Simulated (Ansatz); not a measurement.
**Thermal properties of ZrB2 from its phonons**

The calculation used DFT PBE, scalar-relativistic, plane waves, PAW (Ansatz). Cutoff 420 eV, 18×18×14 k-points (Γ-centred), Fermi-Dirac smearing of 0.15 eV. No spin polarisation. Phonons by linear response, acoustic sum rule imposed.

The cell, relaxed at this level:
```
CELL_PARAMETERS angstrom
3.17171 0.00000 0.00000
-1.58586 2.74678 0.00000
0.00000 0.00000 3.54175
ATOMIC_POSITIONS crystal
Zr 0.00000 0.00000 0.00000
B 0.33333 0.66667 0.50000
B 0.66667 0.33333 0.50000
```

It was relaxed at this level from a cell as deposited in COD. In a metal, frequencies and elastic constants depend on the k mesh and the smearing, soft modes and shear constants most. The q mesh is coarse, so values between its points are rough.

Force constants from linear response on a 3×3×2 q mesh, interpolated to a fine mesh.

Phonon density of states, in bins of 20 cm⁻¹:
| bin centre (cm⁻¹) | share of modes (%) |
| --- | --- |
| 10 | 0.0 |
| 30 | 0.0 |
| 50 | 0.1 |
| 70 | 0.1 |
| 90 | 0.2 |
| 110 | 0.3 |
| 130 | 0.5 |
| 150 | 0.8 |
| 170 | 1.3 |
| 190 | 2.3 |
| 210 | 5.2 |
| 230 | 11.8 |
| 250 | 7.6 |
| 270 | 3.0 |
| 290 | 0.0 |
| 310 | 0.0 |
| 330 | 0.0 |
| 350 | 0.0 |
| 370 | 0.0 |
| 390 | 0.0 |
| 410 | 0.2 |
| 430 | 0.7 |
| 450 | 1.7 |
| 470 | 2.4 |
| 490 | 3.9 |
| 510 | 6.1 |
| 530 | 7.0 |
| 550 | 6.7 |
| 570 | 4.5 |
| 590 | 4.4 |
| 610 | 2.5 |
| 630 | 2.0 |
| 650 | 2.2 |
| 670 | 0.9 |
| 690 | 1.9 |
| 710 | 6.5 |
| 730 | 5.5 |
| 750 | 4.2 |
| 770 | 3.5 |

(1) What is the zero-point energy per atom?

(2) How large are the vibrational entropy and heat capacity at 300 K?

(3) Tabulate them against temperature.

## Answers

(1) 88.9 meV.

(2) S = 1.48 k_B and C_V = 1.95 k_B per atom, 65 % of the Dulong–Petit value.

(3)
```tsv
T (K)	F_vib (meV/atom)	S (k_B/atom)	C_V (k_B/atom)
100	88.4	0.20	0.50
200	84.2	0.81	1.34
300	74.4	1.48	1.95
400	58.9	2.09	2.31
500	38.5	2.63	2.52
600	13.7	3.11	2.65
700	-14.8	3.52	2.74
800	-46.8	3.89	2.80
900	-81.8	4.22	2.84
1000	-119.5	4.52	2.87
```
